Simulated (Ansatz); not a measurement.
## Te₂Mo: a prediction, then the measurements

The calculation used DFT PBE, scalar-relativistic, plane waves, PAW in Ansatz.

Settings: cutoff 420 eV, Γ-centred mesh 12×12×2 on the computed 6-atom cell, Gaussian smearing of 0.02 eV; no spin polarisation.

Relaxed structure:

Space group P6_3/mmc (No. 194). a = 3.557 Å, b = 3.557 Å, c = 15.212 Å, α = 90.00°, β = 90.00°, γ = 120.00°
| atom | site | symmetry | x | y | z |
| --- | --- | --- | --- | --- | --- |
| Te | 4f | 3m. | 0.3333 | 0.6667 | 0.6312 |
| Mo | 2c | -6m2 | 0.3333 | 0.6667 | 0.2500 |

- Space group: P6_3/mmc (No. 194)
- Volume per atom: 187.5 bohr³
- Formation energy from the elements' standard states (uncorrected): -0.267 eV/atom
- Kohn–Sham band gap: 0.95 eV, indirect from K to (0.193, 0.195, 0.000)
- Orbital (Löwdin) character of the top 1 eV of the valence band: Mo 4d 56 %, Te 5p 40 %
- Orbital (Löwdin) character of the lowest 1 eV of the conduction band: Mo 4d 66 %, Te 5p 28 %
- Electron masses at the edge by direction of the standard setting (m_e; one valley, along these axes only; no spin-orbit coupling): x: 0.69; y: 0.48; z: 0.63
- Hole masses at the edge by direction of the standard setting (m_e; one valley, along these axes only; no spin-orbit coupling): x: 0.66; y: 0.66; z: 2.2
- Bader charge by site (e): Te (4 in the cell) -0.31, Mo (2 in the cell) 0.61

Spin-orbit coupling is left out, which matters for the bands of heavy elements. The cell holds layers, chains or molecules and no dispersion correction was added, so their binding is poorly described.

**Against measurements.**

Measured lattice constant a of Te2Mo: 3.52085 Å (quoted in “MBE growth of 2H-MoTe2 and 1T'-MoTe2 on 3D substrates”, 2017, arxiv:1705.00651). This calculation gives 3.557 Å (+1.0 %). Against the measured lattice constant c of Te2Mo, 13.9664 Å (quoted in “MBE growth of 2H-MoTe2 and 1T'-MoTe2 on 3D substrates”, 2017, arxiv:1705.00651), the calculated 15.212 Å is off by +8.9 %. The calculation is for 0 K without zero-point motion.

It was relaxed from a cell as deposited in COD. Kohn–Sham gaps at this level usually fall short of measured ones. Löwdin shares on free-atom orbitals overweight diffuse shells in the empty bands.
